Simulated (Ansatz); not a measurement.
Here is an Ansatz 0.2.0 calculation.

Contents of input.yaml:

```yaml
crystal:
  lattice:
    - [2.5221, 0.0, 0.0]
    - [-1.26105, 2.1842026709, 0.0]
    - [0.0, 0.0, 8.2371]
  atoms:
    - { symbol: C, position: [0.6666666667, 0.3333333333, 0.84375] }
    - { symbol: C, position: [0.3333333333, 0.6666666667, 0.34375] }
    - { symbol: C, position: [0.6666666667, 0.3333333333, 0.65625] }
    - { symbol: C, position: [0.3333333333, 0.6666666667, 0.15625] }
    - { symbol: C, position: [0.0, 0.0, 0.90625] }
    - { symbol: C, position: [0.0, 0.0, 0.40625] }
    - { symbol: C, position: [0.0, 0.0, 0.59375] }
    - { symbol: C, position: [0.0, 0.0, 0.09375] }
hamiltonian:
  xc: pbe
  pseudopotentials: { kind: paw }
kpoints:
  mp_grid: { grid: [12, 12, 4] }
  band_path:
    path:
      - [[0.0, 0.0, 0.0], [0.5, 0.0, 0.0], [0.3333333333, 0.3333333333, 0.0], [0.0, 0.0, 0.0], [0.0, 0.0, 0.5], [0.5, 0.0, 0.5], [0.3333333333, 0.3333333333, 0.5], [0.0, 0.0, 0.5]]
      - [[0.5, 0.0, 0.5], [0.5, 0.0, 0.0]]
      - [[0.3333333333, 0.3333333333, 0.0], [0.3333333333, 0.3333333333, 0.5]]
    npoints: 10
scf:
  occupations: { method: fermi_dirac, width: 0.05 }
  n_extra_bands: 20
output:
  forces: true
  stress: true
  eigenvalues: true
  fatbands: false
```

Potentials or basis: Ansatz PAW.

The run is started by

```sh
$ ansatz run input.yaml --threads 4 --pin off --max-ram 11264MiB --backend cpu --events-out ev --progress --plain --runs-dir out
```

Task: Predict the band gap along the path.

Result: 4.42 eV, indirect (least direct gap 5.19 eV).

Task: Predict the band gap on the k mesh.

Result: 4.42 eV, indirect (least direct gap 5.19 eV).

Task: What does it give for the largest force?

Result: 0.329 eV/Å.

Task: Estimate the pressure.

Result: 2.3 GPa.

Levels at the corners of the path, in eV from the valence-band top:
| point | band 12 | band 13 | band 14 | band 15 | band 16 | band 17 | band 18 | band 19 | band 20 | band 21 |
| --- | --- | --- | --- | --- | --- | --- | --- | --- | --- | --- |
| Γ | -1.74 | -1.74 | -0.22 | 0.00 | 0.00 | 5.19 | 5.19 | 5.72 | 7.01 | 7.01 |
| M | -5.03 | -5.01 | -4.55 | -3.71 | -2.93 | 4.47 | 5.61 | 5.87 | 6.02 | 6.97 |
| K | -7.46 | -7.14 | -5.66 | -5.66 | -4.03 | 6.28 | 6.28 | 7.90 | 8.45 | 8.45 |
| Γ | -1.74 | -1.74 | -0.22 | 0.00 | 0.00 | 5.19 | 5.19 | 5.72 | 7.01 | 7.01 |
| A | -2.54 | -0.68 | -0.68 | -0.68 | -0.68 | 5.98 | 5.98 | 5.98 | 5.98 | 6.72 |
| L | -6.07 | -4.72 | -4.72 | -3.66 | -3.66 | 4.83 | 4.83 | 7.11 | 7.11 | 7.57 |
| H | -8.53 | -5.36 | -5.36 | -5.10 | -5.10 | 5.24 | 5.24 | 9.77 | 9.77 | 11.05 |
| A | -2.54 | -0.68 | -0.68 | -0.68 | -0.68 | 5.98 | 5.98 | 5.98 | 5.98 | 6.72 |
| L | -6.07 | -4.72 | -4.72 | -3.66 | -3.66 | 4.83 | 4.83 | 7.11 | 7.11 | 7.57 |
| M | -5.03 | -5.01 | -4.55 | -3.71 | -2.93 | 4.47 | 5.61 | 5.87 | 6.02 | 6.97 |
| K | -7.46 | -7.14 | -5.66 | -5.66 | -4.03 | 6.28 | 6.28 | 7.90 | 8.45 | 8.45 |
| H | -8.53 | -5.36 | -5.36 | -5.10 | -5.10 | 5.24 | 5.24 | 9.77 | 9.77 | 11.05 |

Caveat: the pressure holds a Pulay correction of +1.0 GPa for the finite cutoff.
